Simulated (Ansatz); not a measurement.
**Al$_{2}$Cu: an elastic constant from a strain scan**

The calculation used DFT r2SCAN, scalar-relativistic, plane waves, PAW in Ansatz. The runs took a 500 eV cutoff, a Γ-centred 12×12×16 mesh and Gaussian smearing (0.15 eV). No spin polarisation. Energies are free energies at this smearing, counted from the undisturbed cell; pressure is positive in compression.

Zero of the scan (relaxed at this level; it needn't be the usual structure):

```
Al Cu
1.0
     4.08803    0.00000    0.00000
     0.00000    4.08803    0.00000
     0.00000    0.00000    2.85133
Al Cu
2 1
Direct
  0.50000 0.00000 0.50000
  0.00000 0.50000 0.50000
  0.00000 0.00000 0.00000
```

The cell is strained by ε times the Voigt pattern (0, 0, 0, 0, 1, 0) (xx, yy, zz, yz, xz, xy; engineering shear) with fractional coordinates fixed. The cell holds 3 atoms in V0 = 47.65 Å³. The stress column is τ = (1/V0) dE/dε, got from the stress tensor σ (compression positive) at each point as −det(1 + εP) σ : P(1 + εP)⁻¹, with P the pattern as a tensor.

| ε | ΔE (meV/atom) | τ (GPa) |
| --- | --- | --- |
| -0.0200 | ? | ? |
| -0.0100 | 0.337 | -0.678 |
| 0.0000 | 0.000 | 0.000 |
| 0.0050 | 0.084 | 0.340 |
| 0.0150 | 0.757 | 1.014 |

Task: Which combination of elastic constants does this scan measure, and how large is it?

Result: For small ε, τ = τ0 + Kε with K = pᵀCp, which for this pattern is C55 in the Cartesian frame shown. The parabola through τ at ε = -0.0100, 0 and 0.0050 has slope K = 68 GPa at zero. The energies per cell, E = NΔE, of the same two points give K = 2[E(ε₊)/ε₊ − E(ε₋)/ε₋]/[(ε₊ − ε₋)V0] = 68 GPa, in agreement.

Task: Predict the withheld row at ε = -0.0200 from the harmonic law, and compare.

Result: ΔE = V0(τ0 ε + Kε²/2)/N = 1.347 meV/atom and τ = -1.36 GPa. The calculation gives 1.341 meV/atom and -1.34 GPa, a miss of 0.01 meV/atom at most, so the harmonic law still holds here.

In a metal these slopes depend on the k mesh and the smearing.